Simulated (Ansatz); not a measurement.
**From the elastic tensor of BaS at 5 GPa (stress–strain coefficients) to moduli and sound speeds**

The calculation used DFT PBEsol, scalar-relativistic, plane waves, PAW in Ansatz. Settings: 420 eV plane-wave cutoff, Γ-centred 8×8×8 mesh, fixed occupations. No spin polarisation.

Symmetry: Fm-3m, No. 225, cubic system. Conventional cell: a = 6.148 Å, b = 6.148 Å, c = 6.148 Å, α = 90.00°, β = 90.00°, γ = 90.00°. Around Ba (site symmetry m-3m) lie 6 S at 3.07 Å. S (site symmetry m-3m) is surrounded by 6 Ba at 3.07 Å.

Relaxed-ion constants (GPa, on the Cartesian axes of the calculation):
```
156.9  23.4  23.4   0.0   0.0   0.0
 23.4 156.9  23.4   0.0   0.0   0.0
 23.4  23.4 156.9   0.0   0.0   0.0
  0.0   0.0   0.0  15.2   0.0   0.0
  0.0   0.0   0.0   0.0  15.2   0.0
  0.0   0.0   0.0   0.0   0.0  15.2
```

Density 4.841 g/cm³; 2 atoms in 58.11 Å³.

The values that follow are for a polycrystal of randomly turned grains, by Hill's mean where one number stands. In a crystal this anisotropic the Voigt and Reuss bounds lie far apart, so Hill's mean and the sound speeds and Debye temperature from it are rough.

With S = C⁻¹: B_V = (C11+C22+C33+2(C12+C13+C23))/9, G_V = (C11+C22+C33−C12−C13−C23+3(C44+C55+C66))/15, 1/B_R = S11+S22+S33+2(S12+S13+S23), 15/G_R = 4(S11+S22+S33−S12−S13−S23)+3(S44+S55+S66); Hill is their mean. Then v_l = √((B+4G/3)/ρ), v_t = √(G/ρ), v_m = [(2/v_t³+1/v_l³)/3]^(−1/3) and Θ = (ħ/k_B)·v_m·(6π²n/V)^(1/3) for n atoms in the volume V; E = 9BG/(3B+G), ν = (3B−2G)/(2(3B+G)) and A^U = 5G_V/G_R + B_V/B_R − 6.

```
Bulk modulus, Voigt / Reuss / Hill          : 67.9 / 67.9 / 67.9 GPa
Shear modulus, Voigt / Reuss / Hill         : 35.8 / 22.0 / 28.9 GPa
Young's modulus                             : 76 GPa
Poisson ratio                               : 0.313
Pugh ratio B/G                              : 2.35
Universal anisotropy index                  : 3.13
Longitudinal and transverse sound speeds    : 4691 and 2445 m/s
Debye temperature from the mean sound speed : 265 K
```

Cost: 1 run of about 0.42 core-minutes, on Arm Neoverse N1 (shared hosts).